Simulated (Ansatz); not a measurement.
# HfO2 (P2_12_12) in Ansatz: relaxation of cell and atoms with RPBE

Aim: the relaxation of cell and atoms of HfO2 with RPBE.

Everything below comes from runs of Ansatz 0.2.0. Logs are shortened: lines on timing, memory, paths and dates and some standing lists are left out, and cuts for length are marked.

## 1. Starting point

It takes space group P2_12_12 (No. 18, orthorhombic). The conventional cell has a = 5.080 Å, b = 5.165 Å, c = 4.891 Å, α = 90.00°, β = 90.00°, γ = 90.00°. Hf (site symmetry 1) is surrounded by 7 O at 1.99 to 2.25 Å. Around O (site symmetry 1) lie 3 Hf at 1.99 to 2.25 Å. O (site symmetry 2) has 4 Hf at 2.13 to 2.15 Å as nearest neighbours. Around O (site symmetry 2) lie 4 Hf at 2.16 to 2.18 Å.

The cell comes from a database or a generator and needn't be the stable form of this composition.

## 2. Relaxation of cell and atoms, RPBE

input.yaml reads:

```yaml
crystal:
  lattice:
    - [5.0803194, 0.0, 0.0]
    - [0.0, 5.16486745, 0.0]
    - [0.0, 0.0, 4.89088365]
  atoms:
    - { symbol: Hf, position: [0.22259082, 0.78179958, 0.27206794] }
    - { symbol: Hf, position: [0.72259082, 0.71820042, 0.72793206] }
    - { symbol: Hf, position: [0.77740918, 0.21820042, 0.27206794] }
    - { symbol: Hf, position: [0.27740918, 0.28179958, 0.72793206] }
    - { symbol: O, position: [0.18681532, 0.16364878, 0.10453462] }
    - { symbol: O, position: [0.68681532, 0.33635122, 0.89546538] }
    - { symbol: O, position: [0.81318468, 0.83635122, 0.10453462] }
    - { symbol: O, position: [0.31318468, 0.66364878, 0.89546538] }
    - { symbol: O, position: [0.0, 0.5, 0.48905445] }
    - { symbol: O, position: [0.5, 0.0, 0.51094555] }
    - { symbol: O, position: [0.0, 0.0, 0.57562499] }
    - { symbol: O, position: [0.5, 0.5, 0.42437501] }
hamiltonian:
  xc: rpbe
  pseudopotentials: { kind: paw }
kpoints:
  mp_grid: { grid: [5, 5, 6] }
scf:
  occupations: { method: fermi_dirac, width: 0.05 }
output:
  forces: true
  stress: true
  eigenvalues: true
relax:
  f_tol: 0.01
  max_steps: 40
  cell: { stress_tol: 0.05 }
```

Potentials or basis: Ansatz PAW.

Launch:

```sh
$ ansatz run input.yaml --threads 4 --pin off --max-ram 11264MiB --backend cpu --events-out ev --progress --plain --runs-dir out
```

The log of the run:

```text
Warning: RAYON_NUM_THREADS=4 ignored (pool sized by the plan → 4); use --threads N
Engine: ansatz 0.2.0, aarch64-unknown-linux-gnu
Pseudopotentials: kind: paw
Pseudopotential: Hf, paw, valence charge 26, recommended cutoff 420 eV (normal), Hf.paw.azcp
Pseudopotential: O, paw, valence charge 6, recommended cutoff 420 eV (normal), O.paw.azcp
Functional definition: RPBE
  parameter kappa = 0.804
  parameter beta = 0.06672455060314922
  exchange = rpbe_x(kappa = kappa, mu = beta*pi^2/3)
  correlation = pbe_c(beta = beta)
Crystal: 12 atoms, lattice volume = 128.333 Å³
Basis set: ecut = 420 eV, 2505 PW (Γ), exchange–correlation on 72×72×72 points (8 copies of the dense FFT grid, shifted against one another)
Bands: 92, of which v1, the nominal top of the filled ones, is band 76 counted from 1 (75 counted from 0)
Symmetry: 4 space group operations
Space group: P21212 (ITA 18), of the structure as read, at distance tolerance 5.0e-5 Å
k-points: 36 of 150 (time reversal used)
Non-local potential: Hf, projectors of the file, l = 0: 3, l = 1: 2, l = 2: 2, l = 3: 3
Non-local potential: O, projectors of the file, l = 0: 2, l = 1: 2, l = 2: 1
PAW form: soft (Blöchl's): semilocal exchange-correlation on the pseudo side does not see the compensation charge
PAW frozen core: Hf, regenerated for the run's functional, and the local potential with it (the file was generated under x = pbe(κ = 0.804, μ = 0.2195149727645171), c = pbe(β = 0.06672455060314922))
PAW frozen core: O, regenerated for the run's functional, and the local potential with it (the file was generated under x = pbe(κ = 0.804, μ = 0.2195149727645171), c = pbe(β = 0.06672455060314922))
PAW one-centre angular grid: Hf, 590 points (default); XC on 64 Gauss nodes
PAW one-centre angular grid: O, 110 points (default); XC on 64 Gauss nodes
Initial density: superposition of atomic densities (neutral atoms: chi_scale 0, normalization atom), corrected by the library's trained network
Initial wavefunctions: pseudopotential atomic-orbital guess
Functional: x = rpbe, c = pbe(β = 0.06672455060314922)
SCF iter   1: F=—  HF=-67508.410933 eV  |F-HF|=—  |Δ(HF+E_count)|=         —  Δρ=5.80e-3  dr2=3.17e-2  ethr=1.77e-3  ⟨swp⟩=5.3  Hψ=10328  notcnv=0  defer=121
preconditioner: auto → Resta (q_TF=auto, 2.806 Å⁻¹)  ε∞=5.6  [insulator: Δε(μ)=4.001 eV  Ē_g=18.379 eV  σ=0.050 eV  W_gap=1.00  n_scr=48 (ndim 8)  ℏωp=39.3 eV  f_vac=0.013  D(μ)=0.00/eV (n_scr^D=0)  ε∞_Penn≈5.6]
SCF iter   2: F=—  HF=-67508.407627 eV  |F-HF|=—  |Δ(HF+E_count)|=   3.31e-3  Δρ=2.82e-3  dr2=4.66e-3  ethr=2.08e-5  ⟨swp⟩=2.0  Hψ=5842  notcnv=0  defer=133
SCF iter   3: F=—  HF=-67508.408754 eV  |F-HF|=—  |Δ(HF+E_count)|=   1.13e-3  Δρ=1.17e-3  dr2=1.31e-3  ethr=3.07e-6  ⟨swp⟩=2.8  Hψ=5107  notcnv=0  defer=133
SCF iter   4: F=—  HF=-67508.409071 eV  |F-HF|=—  |Δ(HF+E_count)|=   3.18e-4  Δρ=2.51e-4  dr2=9.61e-5  ethr=8.59e-7  ⟨swp⟩=2.0  Hψ=5018  notcnv=0  defer=133
SCF iter   5: F=—  HF=-67508.408921 eV  |F-HF|=—  |Δ(HF+E_count)|=   1.50e-4  Δρ=1.67e-4  dr2=3.22e-5  ethr=6.32e-8  ⟨swp⟩=2.0  Hψ=5735  notcnv=0  defer=133
SCF iter   6: F=—  HF=-67508.408929 eV  |F-HF|=—  |Δ(HF+E_count)|=   7.72e-6  Δρ=4.49e-5  dr2=3.91e-6  ethr=2.12e-8  ⟨swp⟩=2.0  Hψ=5047  notcnv=0  defer=133
SCF iter   7: F=—  HF=-67508.408931 eV  |F-HF|=—  |Δ(HF+E_count)|=   1.96e-6  Δρ=3.84e-5  dr2=1.76e-6  ethr=2.57e-9  ⟨swp⟩=2.0  Hψ=5591  notcnv=0  defer=133
SCF iter   8: F=—  HF=-67508.408931 eV  |F-HF|=—  |Δ(HF+E_count)|=   2.36e-7  Δρ=1.23e-5  dr2=1.68e-7  ethr=1.15e-9  ⟨swp⟩=2.0  Hψ=5159  notcnv=0  defer=133
[... 276 lines left out ...]
  E_kinetic    = 3080.753984
  E_local      = -23861.458673  (includes V_loc(G=0)·N_el)
  E_nonlocal   = -4603.152410
  E_hartree    = 10895.466825
  E_xc         = -1793.192712
  E_vxc        = -1816.552339  (∫ρ·V_xc dr)
  E_paw        = -29029.597921  (= ΣΔE_a)
  E_vpaw       = 5429.414084  (= ΣTr[D̂ρ^β])
  E_aug_tail   = 0.019540  (compensation charges beyond the density's cutoff)
  E_ewald      = -22196.740897
  E_core_change = -0.911118  (= ΣΔE_core)
  E_smearing   = -0.000000  (= −TS)
  E_closure    = 0.000000  (closes the sum)
  Σ components = -67508.813382   (vs F -67508.813382, Δ=0.00e0)
--- Forces (eV/Å), atoms counted from 1 ---
  atom   1  Hf    -0.00000330     0.00004871     0.00068522
  atom   2  Hf    -0.00000330    -0.00004871    -0.00068522
  atom   3  Hf     0.00000330    -0.00004871     0.00068522
  atom   4  Hf     0.00000330     0.00004871    -0.00068522
  atom   5  O     -0.00007197    -0.00019873     0.00062318
  atom   6  O     -0.00007197     0.00019873    -0.00062318
  atom   7  O      0.00007197     0.00019873     0.00062318
  atom   8  O      0.00007197    -0.00019873    -0.00062318
  atom   9  O      0.00000000     0.00000000    -0.00000702
  atom  10  O      0.00000000     0.00000000     0.00000702
  atom  11  O      0.00000000     0.00000000     0.00012910
  atom  12  O      0.00000000     0.00000000    -0.00012910
  max |Σ_I F_I| component: 6.51e-18 eV/Å
--- Stress (GPa, compression-positive) ---
        0.027490       0.000000       0.000000
        0.000000       0.006565       0.000000
        0.000000       0.000000       0.010758
  P = ⅓ Tr σ = 0.0149 GPa (0.149 kbar)
--- Band table (eV; the first three rows and the last of 36) ---
  k-point 0: bands = ["-46.3440", "-46.3287", "-46.3278", "-46.3269", "-15.3135", "-15.2779", "-15.2573", "-15.0869", "-15.0536", "-15.0493", "-15.0275", "-15.0086", "-14.9680", "-14.9324", "-14.9067", "-14.8542", "-3.7394", "-2.6376", "-2.3589", "-2.3094", "-1.6539", "-1.5533", "-1.4648", "-1.4633", "3.7546", "3.7575", "3.7769", "3.7797", "3.7804", "3.7826", "3.7833", "3.7864", "3.7929", "3.8039", "3.8046", "3.8052", "3.8056", "3.8121", "3.8156", "3.8157", "3.8195", "3.8258", "3.8279", "3.8299", "3.8448", "3.8448", "3.8464", "3.8795", "3.8861", "3.8927", "3.8966", "3.9007", "9.2083", "9.2922", "9.8361", "10.1161", "10.1724", "10.7076", "10.9621", "11.3163", "11.3324", "11.5079", "11.8611", "11.8864", "12.0207", "12.5300", "12.5975", "12.7456", "12.8578", "13.3118", "13.4173", "13.6022", "13.8366", "13.8549", "14.1764", "14.1993", "18.2966", "19.6321", "19.6444", "20.0027", "20.1540", "20.3832", "20.7139", "20.8043", "20.8350", "20.9619", "20.9961", "21.4285", "21.5481", "21.5986", "21.9794", "22.4747"]
  k-point 1: bands = ["-46.3432", "-46.3288", "-46.3277", "-46.3277", "-15.3059", "-15.2582", "-15.2392", "-15.0825", "-15.0615", "-15.0586", "-15.0231", "-14.9964", "-14.9725", "-14.9515", "-14.9325", "-14.8644", "-3.6452", "-2.6031", "-2.3579", "-2.3100", "-1.6312", "-1.6190", "-1.5422", "-1.4498", "3.7563", "3.7604", "3.7767", "3.7786", "3.7814", "3.7824", "3.7839", "3.7873", "3.7938", "3.8016", "3.8017", "3.8046", "3.8072", "3.8089", "3.8126", "3.8162", "3.8164", "3.8261", "3.8292", "3.8334", "3.8413", "3.8444", "3.8501", "3.8820", "3.8869", "3.8910", "3.8945", "3.9069", "9.2486", "9.4481", "9.5112", "10.1006", "10.1265", "10.6562", "10.7511", "11.3176", "11.3941", "11.4784", "11.9231", "12.1243", "12.1836", "12.4437", "12.6227", "12.7794", "12.9968", "13.3489", "13.4034", "13.4461", "13.7441", "13.8736", "14.2103", "14.2246", "18.3980", "19.5890", "19.6005", "19.9463", "19.9596", "20.1716", "20.3452", "20.7178", "20.8198", "20.9713", "21.2776", "21.4103", "21.5434", "21.7816", "22.3333", "22.4893"]
  k-point 2: bands = ["-46.3415", "-46.3294", "-46.3290", "-46.3275", "-15.2890", "-15.2057", "-15.1923", "-15.0791", "-15.0724", "-15.0715", "-15.0168", "-15.0037", "-14.9940", "-14.9826", "-14.9679", "-14.8920", "-3.4193", "-2.5277", "-2.3559", "-2.3110", "-1.8862", "-1.5826", "-1.5228", "-1.5074", "3.7604", "3.7685", "3.7755", "3.7775", "3.7795", "3.7838", "3.7849", "3.7913", "3.7953", "3.7957", "3.7989", "3.8011", "3.8048", "3.8063", "3.8101", "3.8108", "3.8186", "3.8269", "3.8276", "3.8360", "3.8395", "3.8450", "3.8522", "3.8824", "3.8882", "3.8974", "3.8996", "3.9069", "9.1085", "9.3252", "9.8229", "9.9144", "10.0703", "10.4657", "10.5713", "11.1889", "11.4596", "11.5771", "12.0555", "12.2773", "12.3204", "12.4512", "12.6344", "12.8268", "13.0026", "13.2825", "13.3011", "13.4416", "13.7995", "13.9345", "14.2920", "14.3157", "18.5966", "19.5213", "19.5495", "19.7271", "19.7371", "19.8065", "19.9298", "20.4975", "20.7566", "20.9395", "21.1995", "21.4379", "21.6912", "22.5916", "22.6361", "22.6451"]
  k-point 35: bands = ["-46.3339", "-46.3321", "-46.3310", "-46.3303", "-15.2883", "-15.2769", "-15.2722", "-15.2617", "-15.0137", "-15.0079", "-14.9923", "-14.9859", "-14.9337", "-14.9187", "-14.9132", "-14.9057", "-2.8664", "-2.7295", "-2.6529", "-2.5954", "-1.6507", "-1.5662", "-1.5283", "-1.4928", "3.7670", "3.7685", "3.7687", "3.7707", "3.7742", "3.7770", "3.7803", "3.7816", "3.8001", "3.8010", "3.8054", "3.8056", "3.8131", "3.8176", "3.8182", "3.8200", "3.8218", "3.8237", "3.8243", "3.8361", "3.8514", "3.8531", "3.8539", "3.8554", "3.8795", "3.8805", "3.8827", "3.8831", "9.7993", "10.1248", "10.1334", "10.2297", "10.3621", "10.5007", "10.7383", "10.9864", "11.2138", "11.5051", "11.7357", "11.7564", "12.0854", "12.3129", "12.5178", "12.6784", "12.7562", "12.9325", "13.0080", "13.1699", "13.5569", "13.6353", "13.7628", "13.8064", "19.4472", "19.6586", "19.8109", "19.8776", "19.9727", "20.2412", "20.3307", "20.4836", "20.5094", "20.9357", "20.9727", "21.1853", "21.4728", "21.7642", "21.8149", "22.0565"]
--- Relaxed structure (18 steps of the walk, 14 accepted, 2 SCFs on fresh bases) ---
  F+E_penalty+E_count = -67508.81338155 eV   max|allowed force component| = 6.852e-4 eV/Å   (the final SCF, on the basis selected at the relaxed cell)
  cell:  # Å, volume = 138.5146 Å³
    - [5.161192926520667, 0.0, 0.0]
    - [0.0, 5.333339133368019, 0.0]
    - [0.0, 0.0, 5.032063488995363]
  atoms:
    - { symbol: Hf, position: [0.25002359124773954, 0.7809702078614145, 0.2736187725691953] }
    - { symbol: Hf, position: [0.7500235912477395, 0.7190297921385855, 0.7263812274308047] }
    - { symbol: Hf, position: [0.7499764087522603, 0.21902979213858573, 0.2736187725691953] }
    - { symbol: Hf, position: [0.24997640875226043, 0.28097020786141436, 0.7263812274308047] }
    - { symbol: O, position: [0.25004805633904115, 0.1301593034684104, 0.0922953786060477] }
    - { symbol: O, position: [0.750048056339041, 0.3698406965315896, 0.9077046213939521] }
    - { symbol: O, position: [0.749951943660959, 0.8698406965315894, 0.0922953786060477] }
    - { symbol: O, position: [0.2499519436609588, 0.6301593034684103, 0.9077046213939521] }
    - { symbol: O, position: [-6.544640996959522e-19, 0.5, 0.45032718834720403] }
    - { symbol: O, position: [0.5, -1.7493223575458604e-21, 0.549672811652796] }
    - { symbol: O, position: [-6.544640996959522e-19, -1.7493223575458593e-21, 0.5496248411612961] }
    - { symbol: O, position: [0.5, 0.5, 0.4503751588387041] }
```

Wall time 4.9 min (4 threads of Arm Neoverse V2, shared host); peak memory 0.77 GiB.

What came out:

```
Free energy                            : -67508.8134 eV
Relaxed volume                         : 11.54 Å³/atom
Relaxed cell                           : a = 5.161 Å, b = 5.333 Å, c = 5.032 Å, α = 90.00°, β = 90.00°, γ = 90.00°
Space group after relaxing (to 0.05 Å) : Pbcm (No. 57)
Energy gained by relaxing              : 33.7 meV/atom
Ionic steps                            : 16
Pressure after relaxing                : 0.0 GPa
Band gap on the k mesh                 : 3.94 eV, indirect (least direct gap 4.10 eV)
```

Step by step:
| step | energy change (eV) | largest force (eV/Å) | volume (Å³) |
| --- | --- | --- | --- |
| 1 | 0.0000 | 0.2405 | 128.33 |
| 2 | -0.2702 | 0.2956 | 138.09 |
| 3 | -0.3062 | 0.1151 | 136.32 |
| 4 | -0.3100 | 0.0364 | 136.21 |
| 5 | -0.3112 | 0.0415 | 136.31 |
| 6 | -0.3199 | 0.0350 | 136.66 |
| 7 | -0.3223 | 0.0827 | 136.93 |
| 8 | -0.3357 | 0.0287 | 137.62 |
| 9 | -0.3386 | 0.0075 | 137.74 |
| 10 | -0.3384 | 0.0023 | 137.87 |
| 11 | -0.3385 | 0.0128 | 137.86 |
| 12 | -0.3384 | 0.0034 | 137.88 |
| 13 | -0.4032 | 0.0050 | 137.88 |
| 14 | -0.4021 | 0.0039 | 138.44 |
| 15 | -0.4018 | 0.0006 | 138.51 |
| 16 | -0.4045 | 0.0007 | 138.51 |

Final structure:
```cif
data_structure
_symmetry_space_group_name_H-M 'P 1'
_symmetry_Int_Tables_number 1
_cell_length_a 5.1612
_cell_length_b 5.3333
_cell_length_c 5.0321
_cell_angle_alpha 90.000
_cell_angle_beta 90.000
_cell_angle_gamma 90.000
_cell_volume 138.51
loop_
_atom_site_label
_atom_site_type_symbol
_atom_site_fract_x
_atom_site_fract_y
_atom_site_fract_z
_atom_site_occupancy
Hf1 Hf 0.25002 0.78097 0.27362 1
Hf2 Hf 0.75002 0.71903 0.72638 1
Hf3 Hf 0.74998 0.21903 0.27362 1
Hf4 Hf 0.24998 0.28097 0.72638 1
O1 O 0.25005 0.13016 0.09230 1
O2 O 0.75005 0.36984 0.90770 1
O3 O 0.74995 0.86984 0.09230 1
O4 O 0.24995 0.63016 0.90770 1
O5 O 0.00000 0.50000 0.45033 1
O6 O 0.50000 0.00000 0.54967 1
O7 O 0.00000 0.00000 0.54962 1
O8 O 0.50000 0.50000 0.45038 1
```

Caveat: odd divisions of the mesh miss points on the zone boundary, where band edges often lie, so the gap on the mesh can be too wide; the plane-wave basis is chosen anew once the cell has moved, so the energies of steps on either side of that aren't comparable; the pressure holds a Pulay correction of +0.7 GPa for the finite cutoff; spin-orbit coupling is left out, which moves the levels of the heavy elements; the PAW data sets come from PBE, with cores solved anew for the run's functional, which leaves a small shift of forces and pressure. As with any semilocal functional, this RPBE gap is likely too small.
